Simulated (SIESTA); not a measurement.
# BeS under changes of volume

One of the cells (14.261 Å³/atom); the others are scaled copies at fixed shape and fractional positions:

```
S Be
1.0
     0.00000    2.42500    2.42500
     2.42500    0.00000    2.42500
     2.42500    2.42500    0.00000
S Be
1 1
Cartesian
  3.6375 3.6375 3.6375
  0.0000 0.0000 0.0000
```

- Program: SIESTA 5.4.2
- Functional: PBEsol
- Potentials or basis: PseudoDojo 0.4 standard (PBEsol files)
- Basis: DZP (energy shift 0.003 Ry; two zetas on semicore shells)
- Grid cutoff: 800 Ry
- Energy shift: 0.003 Ry
- k mesh: 9 × 9 × 9
- Occupations: fermi-dirac, width 0.05 eV
- Spin: no spin polarisation

```csv
volume (Å³/atom),energy over the lowest point (meV/atom),pressure (GPa),gap on the mesh (eV)
13.405,10.85,5.4,2.89
13.690,3.48,3.0,2.94
13.975,0.00,1.0,2.98
14.261,0.02,-1.0,3.02
14.546,?,?,?
14.831,10.87,-4.8,3.10
15.116,20.74,-6.2,3.13
```

Problem. What does the run at 14.546 Å³/atom give?

Solution. Energy over the lowest point 3.65 meV/atom; pressure -3.0 GPa; gap on the mesh 3.06 eV.

Worked out: A Birch-Murnaghan fit of order 3 (a polynomial in V^(-2/3)) to the other rows has its minimum at 14.10 Å³/atom with B0 = V·E''(V) = 100 GPa (rough, since the energies scatter). It gives 3.83 meV/atom at 14.546 Å³/atom, against the run's 3.65, and -dE/dV = -3.0 GPa, against -3.0. A straight line through the other rows of the gap, of slope 2 eV per unit of ln V, gives 3.06 eV, against the run's 3.06.

Energies are extrapolated to zero smearing.

Caveats: short orbitals over semicore shells can move pressures by several GPa; an odd mesh through Γ misses points on the zone boundary, where band edges often lie; the basis of atomic orbitals isn't converged, which shifts pressures, moduli and gaps.
